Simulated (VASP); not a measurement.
Runs of VASP 6.6.1 on KMgF3. The structure is monoclinic, space group Pm (No. 6). Conventional cell: a = 3.986 Å, b = 3.986 Å, c = 3.986 Å, α = 90.00°, β = 90.00°, γ = 90.00°. K (site symmetry m) has 11 F at 2.61 to 2.96 Å as nearest neighbours. Mg (site symmetry m) has 6 F at 1.99 Å as nearest neighbours. F (site symmetry m) has 2 Mg at 1.99 Å as nearest neighbours. F (site symmetry m) has 2 Mg at 1.99 Å as nearest neighbours. Around F (site symmetry m) lie 2 Mg at 1.99 Å. 

| cell | gap on the mesh (eV) | pressure (GPa) | largest force (eV/Å) |
| --- | --- | --- | --- |
| atom 1 (K) moved by (-0.200, -0.100) A along x and y | 7.31 | (a) | (c) |
| atom 1 (K) moved by (-0.200, -0.200) A along x and y | 7.31 | 4.4 | 0.83 |
| atom 1 (K) moved by (-0.100, +0.000) A along x and y | 7.31 | (b) | 0.26 |
| atom 1 (K) moved by (-0.200, +0.000) A along x and y | 7.31 | 3.8 | 0.53 |

Alike in all rows: task single point; level PBE; potentials or basis VASP PAW PBE potentials, release 64 (K_sv, Mg, F); no spin polarisation; k mesh 6 × 6 × 6; cutoff (eV) 520; smearing gaussian 0.05 eV.

Task: Fill in the values left out.

Result: (a) 4.0; (b) 3.5; (c) 0.61.

A k mesh can miss the band edges.
